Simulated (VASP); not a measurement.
Crystal: Cu3N.

```xyz
4
Lattice="3.8070 0.0000 0.0000 0.0000 3.8070 0.0000 0.0000 0.0000 3.8070" Properties=species:S:1:pos:R:3 pbc="T T T"
Cu    1.9035    0.0000    0.0000
Cu    0.0000    1.9035    0.0000
Cu    0.0000    0.0000    1.9035
N     0.0000    0.0000    0.0000
```

```yaml
Program: VASP 6.6.1
Task: relaxation of cell and atoms
Functional: PBEsol
Potentials_or_basis: VASP PAW PBE potentials, release 64 (Cu, N)
Cutoff: 600 eV
k_mesh: 10 × 10 × 10
Occupations: methfessel-paxton, width 0.1 eV
Spin: no spin polarisation
```

At the start: pressure -3.5 GPa; volume 13.79 Å³/atom.

Question: Where does the relaxation end?

Answer: Over 3 steps the energy falls by 4.4 meV/atom and the volume is 13.40 Å³/atom (-2.8 %); space group Pm-3m (No. 221, to 0.05 Å).

The path:
```csv
step,energy change (eV),largest force (eV/Å),pressure (GPa),volume (Å³)
1,0.0000,0.0000,-3.49,55.18
2,-0.0127,0.0000,1.98,52.81
3,-0.0178,0.0000,0.01,53.60
```

Final structure:
```
CELL_PARAMETERS angstrom
3.77050 0.00000 0.00000
0.00000 3.77050 0.00000
0.00000 0.00000 3.77050
ATOMIC_POSITIONS crystal
Cu 0.50000 0.00000 0.00000
Cu 0.00000 0.50000 0.00000
Cu 0.00000 0.00000 0.50000
N 0.00000 0.00000 0.00000
```

Caveat: the PAW data sets were made with another functional, which shifts forces and pressure a little.
